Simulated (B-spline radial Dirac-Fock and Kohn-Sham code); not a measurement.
How the binding energies of Kr²³⁺ add up

System: the Kr²³⁺ ion in the configuration [Ne] 3s2 3p1; nuclear rms radius 4.1884 fm (A = 84).

The run's input, task.json:

```json
{"items": [{
  "Z": 36,
  "q": 23,
  "cfg": [[1, 0, 2], [2, 0, 2], [2, 1, 6], [3, 0, 2], [3, 1, 1]],
  "A": 84,
  "rrms": 4.1884,
  "do": ["binding"]
}]}
```

Run with: `python xray_run.py task.json out`

Model: ΔSCF Dirac-Fock with Breit, self-energy and vacuum polarisation, finite nucleus, configuration average. Program: a radial atomic solver. Correlation and solid-state effects are left out. Energies are counted from the vacuum level.

All terms are in eV, carry their sign (relaxation lowers the binding energy) and add up to the binding energy; ⟨r⟩ is the mean radius of the orbital in the initial state.

| subshell | −ε (Koopmans) | relaxation | Breit | QED | binding energy | ⟨r⟩ (bohr) |
| --- | --- | --- | --- | --- | --- | --- |
| K | 15466.2 | -23.52 | -22.21 | -10.81 | 15409.7 | 0.041 |
| L1 | 2966.6 | -3.90 | -1.95 | -1.23 | 2959.5 | 0.180 |
| L2 | 2777.3 | -5.37 | -3.21 | 0.14 | 2768.8 | 0.155 |
| L3 | 2721.5 | -5.10 | -2.16 | 0.02 | 2714.2 | 0.158 |
| M1 | 1102.2 | -0.31 | -0.43 | -0.29 | 1101.2 | 0.451 |
| M2,3 | 1042.2 | -0.31 | -0.52 | 0.01 | 1041.4 | 0.441 |

For the deepest level, K (1s), the Breit terms make up -0.144 % of the binding energy, QED -0.070 % and orbital relaxation -0.153 %.

Going to the tabulated ground configuration of the next ion removes an electron from M2,3 (3p), computed at 1041.4 eV. NIST lists 1042 ± 5 eV as the ionisation energy of this species (semi-empirical), +0.63 eV from the computed value, within the stated uncertainty.
